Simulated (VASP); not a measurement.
**CaS: band structure with HSE06**

Crystal: CaS.

```
Ca S
1.0
     0.00000    2.83133    2.83133
     2.83133    0.00000    2.83133
     2.83133    2.83133    0.00000
Ca S
1 1
Direct
  0.00000 0.00000 0.00000
  0.50000 0.50000 0.50000
```

The cell was built by a generator and needn't be a form met in nature.

| Property | Result |
| --- | --- |
| Program | VASP 6.6.1 |
| Task | band structure |
| Functional | HSE06 |
| Potentials or basis | VASP PAW PBE potentials, release 64 (Ca_sv, S) |
| Cutoff | 520 eV |
| k mesh | 6 × 6 × 6 |
| Occupations | gaussian, width 0.02 eV |
| Spin | no spin polarisation |
| Grid for exact exchange (PRECFOCK) | Fast |
| Screening parameter | 0.2 1/A |
| Further INCAR settings | ALGO = Normal; EDIFF = 1e-06; NBANDS = 15 |

```
Pressure                : 1.4 GPa
Band gap on the k mesh  : 3.38 eV, indirect (least direct gap 4.30 eV)
Band gap along the path : 3.38 eV, indirect (least direct gap 4.30 eV)
```

Levels at the corners of the path, in eV from the valence-band top:
```csv
point,band 4,band 5,band 6,band 7,band 8,band 9,band 10,band 11,band 12,band 13
Γ,-21.63,-12.58,0.00,0.00,0.00,5.31,5.50,5.50,5.50,6.18
X,-21.69,-11.85,-2.59,-0.92,-0.92,3.38,7.20,7.23,8.62,8.70
X,-21.69,-11.85,-2.59,-0.92,-0.92,3.38,7.20,7.23,8.62,8.70
W,-21.70,-11.71,-2.00,-2.00,-1.72,6.19,6.19,7.44,8.20,8.71
W,-21.70,-11.71,-2.00,-2.00,-1.72,6.19,6.19,7.44,8.20,8.71
K,-21.67,-11.72,-2.30,-2.08,-1.14,4.85,7.99,8.00,8.25,8.28
K,-21.67,-11.72,-2.30,-2.08,-1.14,4.85,7.99,8.00,8.25,8.28
Γ,-21.63,-12.58,0.00,0.00,0.00,5.31,5.50,5.50,5.50,6.18
Γ,-21.63,-12.58,0.00,0.00,0.00,5.31,5.50,5.50,5.50,6.18
L,-21.64,-11.62,-3.46,-1.26,-1.26,6.24,7.75,7.99,7.99,10.09
L,-21.64,-11.62,-3.46,-1.26,-1.26,6.24,7.75,7.99,7.99,10.09
U,-21.67,-11.72,-2.30,-2.08,-1.14,4.85,7.99,8.00,8.25,8.28
U,-21.67,-11.72,-2.30,-2.08,-1.14,4.85,7.99,8.00,8.25,8.28
W,-21.70,-11.71,-2.00,-2.00,-1.72,6.19,6.19,7.44,8.20,8.71
W,-21.70,-11.71,-2.00,-2.00,-1.72,6.19,6.19,7.44,8.20,8.71
L,-21.64,-11.62,-3.46,-1.26,-1.26,6.24,7.75,7.99,7.99,10.09
L,-21.64,-11.62,-3.46,-1.26,-1.26,6.24,7.75,7.99,7.99,10.09
K,-21.67,-11.72,-2.30,-2.08,-1.14,4.85,7.99,8.00,8.25,8.28
U,-21.67,-11.72,-2.30,-2.08,-1.14,4.85,7.99,8.00,8.25,8.28
X,-21.69,-11.85,-2.59,-0.92,-0.92,3.38,7.20,7.23,8.62,8.70
```

Run time: 23 min on 4 MPI ranks on Intel(R) Xeon(R) Platinum 8559C (Emerald Rapids) (shared host), peak memory 0.33 GiB a rank.

Caveat: the PAW data sets were made with another functional, which shifts forces and pressure a little.
